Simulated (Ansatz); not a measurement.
Crystal: Al2O3.

```xyz
10
Lattice="4.6138 0.0000 0.0000 0.0000 9.5633 0.0000 0.0000 0.0000 3.1199" Properties=species:S:1:pos:R:3 pbc="T T T"
Al    4.5352    7.8856    0.0000
Al    0.0785    1.6777    0.0000
Al    2.2283    6.4593    1.5599
Al    2.3854    3.1040    1.5599
O     2.3069    4.7816    1.5599
O     0.5704    7.2016    1.5599
O     1.7365    2.4200    0.0000
O     2.8773    7.1433    0.0000
O     0.0000    0.0000    0.0000
O     4.0434    2.3617    1.5599
```

Measurements of this composition are mostly on another form, of space group No. 167.

* Program: Ansatz 0.2.0
* Task: relaxation of cell and atoms
* Functional: PBEsol
* Dispersion: D3(BJ)
* Potentials or basis: Ansatz PAW
* Cutoff: 420 eV (not typed: the program's choice for these potentials)
* k mesh: 6 × 3 × 9
* Occupations: fermi-dirac, width 0.05 eV
* Spin: no spin polarisation

At the start: volume 13.77 Å³/atom.

Problem. Where does the relaxation end?

Solution. It ends after 15 steps and the volume is 12.88 Å³/atom (-6.4 %); space group Pnnm (No. 58, to 0.05 Å).

The path:
```csv
step,energy change (eV),largest force (eV/Å),volume (Å³)
1,0.0000,0.1733,137.66
2,-0.0866,0.1148,136.15
3,-0.1559,0.0852,134.63
4,-0.1720,0.0546,134.87
5,-0.1921,0.1742,136.26
6,-0.2047,0.2275,135.99
7,-0.2383,0.0452,133.51
8,-0.2534,0.1068,131.41
9,-0.2594,0.0280,130.42
10,-0.2609,0.0112,130.07
11,-0.2612,0.0005,130.00
12,-0.2428,0.0009,130.00
13,-0.2481,0.0092,128.80
14,-0.2481,0.0020,128.81
15,-0.2441,0.0019,128.81
```

Final structure:
```
Al O
1.0
     4.50988    0.00000    0.00000
     0.00000    9.54299    0.00000
     0.00000    0.00000    2.99285
Al O
4 6
Direct
  0.12371 0.83449 0.00000
  0.87629 0.16551 0.00000
  0.62371 0.66551 0.50000
  0.37629 0.33449 0.50000
  0.50000 0.50000 0.50000
  0.31868 0.78786 0.50000
  0.18132 0.28786 0.00000
  0.81868 0.71214 0.00000
  0.00000 0.00000 0.00000
  0.68132 0.21214 0.50000
```

Caveat: the plane-wave basis is chosen anew once the cell has moved, so the energies of steps on either side of that aren't comparable; the pressure holds a Pulay correction of +0.6 GPa for the finite cutoff; the PAW data sets come from PBE, with cores solved anew for the run's functional, which leaves a small shift of forces and pressure.
